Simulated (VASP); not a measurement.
# TaN (P6_3mc) in VASP: single point with LDA+U

Aim: the single point of TaN with LDA+U.

Everything below comes from runs of VASP 6.6.1. Logs are shortened: lines on timing, memory, paths and dates and some standing lists are left out, and cuts for length are marked.

## (1) Starting point

Symmetry: P6_3mc, No. 186, hexagonal system. Conventional cell: a = 3.050 Å, b = 3.050 Å, c = 4.940 Å, α = 90.00°, β = 90.00°, γ = 120.00°. Ta (site symmetry 3m) is surrounded by 4 N at 1.85 to 1.90 Å. N (site symmetry 3m) is surrounded by 4 Ta at 1.85 to 1.90 Å.

## (2) Single point, LDA+U

INCAR reads:

```
SYSTEM = TaN
PREC = Accurate ; ENCUT = 520
EDIFF = 1E-6 ; ISMEAR = 0
SIGMA = 0.05 ; LREAL = .False.
LASPH = .True. ; NELM = 150
ALGO = Fast ; ISIF = 2
LWAVE = .False. ; LCHARG = .False.
LMAXMIX = 4 ; LDAU = .True.
LDAUTYPE = 1 ; LDAUL = 2 -1
LDAUU = 6 0 ; LDAUJ = 0.5 0
LDAUPRINT = 1 ; NBANDS = 42
```

KPOINTS reads:

```
Automatic mesh
0
Gamma
  7 7 2
  0 0 0
```

POSCAR reads:

```
TaN
1.0
    3.0500020400      0.0000000000      0.0000000000
   -1.5250010200      2.6413792500      0.0000000000
    0.0000000000      0.0000000000      9.8800030600
Ta N
4 4
Direct
    0.3333333333      0.6666666667      0.0000000000
    0.6666666667      0.3333333333      0.2500000000
    0.3333333333      0.6666666667      0.5000000000
    0.6666666667      0.3333333333      0.7500000000
    0.3333333333      0.6666666667      0.1925000000
    0.6666666667      0.3333333333      0.4425000000
    0.3333333333      0.6666666667      0.6925000000
    0.6666666667      0.3333333333      0.9425000000
```

Potentials or basis: VASP PAW LDA potentials, release 64 (Ta_pv, N).

Launch:

```
cat potpaw_LDA.64/Ta_pv/POTCAR potpaw_LDA.64/N/POTCAR > POTCAR
mpirun -np 1 vasp_std > vasp.out
```

OUTCAR:

```text
SYSTEM = TaN
   PREC = Accurate
   ENCUT = 520
   EDIFF = 1E-6
   ISMEAR = 0
   LREAL = .False.
   LASPH = .True.
   NELM = 150
   ISIF = 2

 ion  position               nearest neighbor table
   1  0.333  0.667  0.000-   8 1.85   8 1.85   8 1.85   5 1.90   4 3.03   2 3.03   4 3.03   2 3.03
                             2 3.03   4 3.03
   2  0.667  0.333  0.250-   5 1.85   5 1.85   5 1.85   6 1.90   1 3.03   3 3.03   3 3.03   1 3.03
                             3 3.03   1 3.03
   3  0.333  0.667  0.500-   6 1.85   6 1.85   6 1.85   7 1.90   4 3.03   2 3.03   4 3.03   2 3.03
                             2 3.03   4 3.03
   4  0.667  0.333  0.750-   7 1.85   7 1.85   7 1.85   8 1.90   1 3.03   3 3.03   3 3.03   1 3.03
                             3 3.03   1 3.03
   5  0.333  0.667  0.193-   2 1.85   2 1.85   2 1.85   1 1.90
   6  0.667  0.333  0.443-   3 1.85   3 1.85   3 1.85   2 1.90
   7  0.333  0.667  0.693-   4 1.85   4 1.85   4 1.85   3 1.90
   8  0.667  0.333  0.943-   1 1.85   1 1.85   1 1.85   4 1.90
[... 7 lines left out ...]
 A1 = (   3.0500020400,   0.0000000000,   0.0000000000)
 A2 = (  -1.5250010200,   2.6413792500,   0.0000000000)
 A3 = (   0.0000000000,   0.0000000000,   9.8800030600)

Analysis of symmetry for initial positions (statically):
=====================================================================
 Subroutine PRICEL returns following result:

  LATTYP: Found a hexagonal cell.
 ALAT       =     3.0500020400
 C/A-ratio  =     1.6196715495

  Lattice vectors:

 A1 = (   3.0500020400,   0.0000000000,   0.0000000000)
 A2 = (  -1.5250010200,   2.6413792500,   0.0000000000)
 A3 = (   0.0000000000,   0.0000000000,   4.9400015300)

   2 primitive cells build up your supercell.

 Routine SETGRP: Setting up the symmetry group for a
 hexagonal supercell.

 Subroutine GETGRP returns: Found 12 space group operations
 (whereof  6 operations were pure point group operations)
 out of a pool of 24 trial point group operations.

The static configuration has the point symmetry C_3v.
 The point group associated with its full space group is C_6v.
[... 161 lines left out ...]
 NGX is ok and might be reduce to    24
   NGX = 11   NGY = 11   NGZ = 37

atom =   1  type =  1  l = 2

 onsite density matrix

spin component  1
[... 116 lines left out ...]
  o =  0.2061  v =  0.5587  0.0000 -0.0000  0.8293  0.0000  0.0000  0.0000  0.0000  0.0000  0.0000      0.0000  0.0000  0.0000  0.0000  0.0000  0.0000  0.0000  0.0000  0.0000  0.0000
  o =  0.2061  v =  0.0000  0.0000  0.0000  0.0000  0.0000  0.5587  0.0000 -0.0000  0.8293  0.0000      0.0000  0.0000  0.0000  0.0000  0.0000  0.0000  0.0000  0.0000  0.0000  0.0000
  o =  0.2061  v =  0.0000 -0.8293  0.0000  0.0000 -0.5587  0.0000  0.0000  0.0000  0.0000  0.0000      0.0000  0.0000  0.0000  0.0000  0.0000  0.0000  0.0000  0.0000  0.0000  0.0000
  o =  0.2061  v =  0.0000  0.0000  0.0000  0.0000  0.0000  0.0000 -0.8293  0.0000  0.0000 -0.5587      0.0000  0.0000  0.0000  0.0000  0.0000  0.0000  0.0000  0.0000  0.0000  0.0000
  o =  0.3354  v =  0.0000 -0.0000 -1.0000 -0.0000  0.0000  0.0000  0.0000  0.0000  0.0000  0.0000      0.0000  0.0000  0.0000  0.0000  0.0000  0.0000  0.0000  0.0000  0.0000  0.0000
  o =  0.3354  v =  0.0000  0.0000  0.0000  0.0000  0.0000  0.0000 -0.0000 -1.0000 -0.0000  0.0000      0.0000  0.0000  0.0000  0.0000  0.0000  0.0000  0.0000  0.0000  0.0000  0.0000
  o =  0.3555  v =  0.8293 -0.0000  0.0000 -0.5587  0.0000  0.0000  0.0000  0.0000  0.0000  0.0000      0.0000  0.0000  0.0000  0.0000  0.0000  0.0000  0.0000  0.0000  0.0000  0.0000
  o =  0.3555  v =  0.0000  0.0000  0.0000  0.0000  0.0000  0.8293 -0.0000  0.0000 -0.5587  0.0000      0.0000  0.0000  0.0000  0.0000  0.0000  0.0000  0.0000  0.0000  0.0000  0.0000
  o =  0.3555  v =  0.0000  0.0000  0.0000  0.0000  0.0000 -0.0000 -0.5587  0.0000  0.0000  0.8293      0.0000  0.0000  0.0000  0.0000  0.0000  0.0000  0.0000  0.0000  0.0000  0.0000
  o =  0.3555  v = -0.0000 -0.5587  0.0000  0.0000  0.8293  0.0000  0.0000  0.0000  0.0000  0.0000      0.0000  0.0000  0.0000  0.0000  0.0000  0.0000  0.0000  0.0000  0.0000  0.0000

 number of electron      64.0000000 magnetization

 Free energy of the ion-electron system (eV)
  ---------------------------------------------------
  ext. energy  EPLUGINS =         0.00000000
  ---------------------------------------------------
  free energy    TOTEN  =       -63.28950038 eV

  energy without entropy =      -63.28591100  energy(sigma->0) =      -63.28770569

 E-fermi :  10.3018     XC(G=0): -13.7885

 val. band max:       10.1825554208   @ k =   0.1429   0.0000   0.5000
 cond. band min:      10.3100321086   @ k =   0.1429   0.1429   0.0000
 fundamental gap:      0.1274766877
 Fermi energy:        10.3018143386

 k-point     1 :       0.0000    0.0000    0.0000
  band No.  band energies     occupation
      1     -26.6180      2.00000
      2     -25.9939      2.00000
      3     -25.9939      2.00000
      4     -25.5196      2.00000
      5     -25.5196      2.00000
      6     -25.4254      2.00000
[... 709 lines left out ...]
     41      16.2671      0.00000
     42      16.3060      0.00000

------------------------ aborting loop because EDIFF is reached ----------------------------------------

  FORCE on cell =-STRESS in cart. coord.  units (eV):
  Direction    XX          YY          ZZ          XY          YZ          ZX
  --------------------------------------------------------------------------------------
  -------------------------------------------------------------------------------------
  Total       75.1791356     75.1791357     65.2796468     -0.0000000      0.0000000      0.0000000
  in kB     1513.2822553   1513.2822573   1314.0152557     -0.0000000      0.0000000      0.0000000
  external PRESSURE =    1446.8599228 kB  Pullay stress =       0.0000000 kB

 VOLUME and BASIS-vectors are now :
 -----------------------------------------------------------------------------
  energy-cutoff  :      520.00
  volume of cell :       79.60
      direct lattice vectors                 reciprocal lattice vectors
     3.050002040  0.000000000  0.000000000     0.327868633  0.189295043  0.000000000
    -1.525001020  2.641379250  0.000000000     0.000000000  0.378590087  0.000000000
     0.000000000  0.000000000  9.880003060     0.000000000  0.000000000  0.101214544

 POSITION                                       TOTAL-FORCE (eV/Angst)
 -----------------------------------------------------------------------------------
     -0.00000      1.76092      0.00000        -0.000000     -0.000000      2.413237
      1.52500      0.88046      2.47000         0.000000     -0.000000      2.413237
     -0.00000      1.76092      4.94000        -0.000000     -0.000000      2.413237
      1.52500      0.88046      7.41000         0.000000     -0.000000      2.413237
     -0.00000      1.76092      1.90190         0.000000      0.000000     -2.413237
      1.52500      0.88046      4.37190         0.000000      0.000000     -2.413237
     -0.00000      1.76092      6.84190         0.000000      0.000000     -2.413237
      1.52500      0.88046      9.31190        -0.000000      0.000000     -2.413237
 -----------------------------------------------------------------------------------
    total drift:                               -0.000000      0.000000      0.001002

  FREE ENERGIE OF THE ION-ELECTRON SYSTEM (eV)
  ---------------------------------------------------
  free  energy   TOTEN  =       -63.2895003804 eV

  energy  without entropy=      -63.2859109983  energy(sigma->0) =      -63.28770569
```

stdout:

```text
POSCAR found type information on POSCAR TaN
 POSCAR found :  2 types and       8 ions
 scaLAPACK will be used
 LDA part: xc-table for (Slater(with rela. corr.)+CA(PZ))
 , standard interpolation
 POSCAR, INCAR and KPOINTS ok, starting setup
 FFT: planning ... GRIDC
 FFT: planning ... GRID_SOFT
 FFT: planning ... GRID
 WAVECAR not read
 entering main loop
```

It took 34 s on 1 thread of Intel Xeon Platinum 8488C (Sapphire Rapids), shared host; peak memory 0.19 GiB.

Results:

```
Free energy            : -63.2895 eV
Pressure               : 144.7 GPa
Largest force          : 2.413 eV/Å
Band gap on the k mesh : none (metal or under the smearing width)
```

Forces in eV/Å, atoms in the order of the input:
```
Ta   0.000  0.000  2.413
Ta   0.000  0.000  2.413
Ta   0.000  0.000  2.413
Ta   0.000  0.000  2.413
N    0.000  0.000 -2.413
N    0.000  0.000 -2.413
N    0.000  0.000 -2.413
N    0.000  0.000 -2.413
```

Eigenvalues of the final occupation matrices:
| site | spin | trace | eigenvalues |
| --- | --- | --- | --- |
| site 1 d | 1 | 1.46 | 0.21 0.21 0.34 0.36 0.36 |
| site 1 d | 2 | 1.46 | 0.21 0.21 0.34 0.36 0.36 |
| site 2 d | 1 | 1.46 | 0.21 0.21 0.34 0.36 0.36 |
| site 2 d | 2 | 1.46 | 0.21 0.21 0.34 0.36 0.36 |
| site 3 d | 1 | 1.46 | 0.21 0.21 0.34 0.36 0.36 |
| site 3 d | 2 | 1.46 | 0.21 0.21 0.34 0.36 0.36 |
| site 4 d | 1 | 1.46 | 0.21 0.21 0.34 0.36 0.36 |
| site 4 d | 2 | 1.46 | 0.21 0.21 0.34 0.36 0.36 |

Caveat: a pressure of tens of GPa on the cell as given is suspect, and the run, the potentials or the cell itself is likely at fault; U without spin polarisation on a metal has little footing; forces of over 1 eV/Å show positions far from the minimum, so gaps and moduli don't describe the material at rest.
